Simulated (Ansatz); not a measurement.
**Eigenvalues along a path: Ba (sc type)**

```
CELL_PARAMETERS angstrom
3.78993 0.00000 0.00000
0.00000 3.78993 0.00000
0.00000 0.00000 3.78993
ATOMIC_POSITIONS crystal
Ba 0.00000 0.00000 0.00000
```

The cell comes from a relaxation on PAW files under the same functional, begun from a prototype that needn't be the stable phase.

Computed with Ansatz 0.2.0; functional PBE, scalar-relativistic. Settings: a Γ-centred 9×9×9 k mesh, Fermi–Dirac smearing of 0.08 eV, no spin polarisation. Methods: PAW: frozen-core files, cutoff 420 eV.

This run: volume at 0.88 of the series' base cell.

Spin–orbit coupling is left out, which matters for the heavy atoms.

Path points, in fractions of the reciprocal vectors: Γ (0.000, 0.000, 0.000), X (0.000, 0.500, 0.000), M (0.500, 0.500, 0.000), R (0.500, 0.500, 0.500). The distance column jumps between branches of the path. Levels in eV from the Fermi level; bands 2 to 7, counted from the lowest band of the run. The gap is zero, the pressure 1.15 GPa.

```
# k(1/Å) point b2 b3 b4 b5 b6 b7
0.000 Γ -13.70 -13.70 -13.70 -2.55 0.00 0.00
0.104 - -13.74 -13.70 -13.70 -2.48 0.02 0.07
0.207 - -13.86 -13.69 -13.69 -2.29 0.08 0.29
0.311 - -14.03 -13.67 -13.67 -2.01 0.17 0.63
0.414 - -14.23 -13.65 -13.65 -1.67 0.29 1.00
0.518 - -14.41 -13.63 -13.63 -1.31 0.42 1.26
0.622 - -14.56 -13.62 -13.62 -0.95 0.53 1.30
0.725 - -14.66 -13.61 -13.61 -0.66 0.62 1.17
0.829 X -14.70 -13.60 -13.60 -0.54 0.65 1.08
0.933 - -14.69 -13.64 -13.60 -0.45 0.72 0.94
1.036 - -14.67 -13.75 -13.59 -0.24 0.58 0.94
1.140 - -14.65 -13.92 -13.58 0.03 0.13 1.36
1.243 - -14.62 -14.10 -13.56 -0.30 0.29 1.97
1.347 - -14.59 -14.27 -13.54 -0.67 0.51 2.67
1.451 - -14.57 -14.42 -13.53 -0.96 0.70 3.29
1.554 - -14.55 -14.51 -13.52 -1.14 0.84 3.44
1.658 M -14.54 -14.54 -13.51 -1.20 0.89 3.47
1.804 - -14.52 -14.51 -13.52 -1.08 0.79 3.48
1.951 - -14.45 -14.43 -13.54 -0.77 0.55 3.19
2.097 - -14.33 -14.30 -13.57 -0.57 0.42 2.51
2.244 - -14.18 -14.15 -13.61 -0.91 0.62 1.74
2.391 - -14.01 -13.98 -13.64 -1.48 0.53 1.04
2.537 - -13.86 -13.84 -13.67 -2.03 0.26 0.48
2.684 - -13.74 -13.74 -13.69 -2.41 0.07 0.12
2.830 Γ -13.70 -13.70 -13.70 -2.55 0.00 0.00
3.010 - -13.74 -13.73 -13.73 -2.34 0.14 0.14
3.189 - -13.85 -13.82 -13.82 -1.77 0.55 0.55
3.369 - -13.99 -13.95 -13.95 -1.00 1.16 1.16
3.548 - -14.13 -14.09 -14.09 -0.39 1.52 1.52
3.727 - -14.25 -14.22 -14.22 -0.23 0.98 0.98
3.907 - -14.34 -14.32 -14.32 -0.23 0.39 0.39
4.086 - -14.39 -14.38 -14.38 -0.18 0.00 0.00
4.266 R -14.40 -14.40 -14.40 -0.13 -0.13 -0.13
4.412 - -14.42 -14.38 -14.38 -0.18 -0.06 0.00
4.559 - -14.45 -14.31 -14.30 -0.29 0.13 0.38
4.706 - -14.49 -14.20 -14.18 -0.32 0.46 0.91
4.852 - -14.55 -14.05 -14.03 -0.23 0.90 1.25
4.999 - -14.60 -13.90 -13.87 0.01 0.79 1.44
5.145 - -14.65 -13.75 -13.73 0.11 0.39 1.17
5.292 - -14.68 -13.64 -13.64 -0.37 0.78 0.83
5.438 X -14.70 -13.60 -13.60 -0.54 0.65 1.08
6.610 R -14.40 -14.40 -14.40 -0.13 -0.13 -0.13
6.714 - -14.41 -14.41 -14.37 -0.19 -0.06 -0.06
6.818 - -14.43 -14.43 -14.28 -0.35 0.13 0.13
6.921 - -14.45 -14.45 -14.15 -0.56 0.46 0.46
7.025 - -14.47 -14.47 -13.98 -0.76 0.90 0.90
7.129 - -14.50 -14.50 -13.81 -0.95 1.45 1.45
7.232 - -14.52 -14.52 -13.65 -1.08 1.41 2.09
7.336 - -14.54 -14.54 -13.55 -1.17 1.02 2.80
7.439 M -14.54 -14.54 -13.51 -1.20 0.89 3.47
```
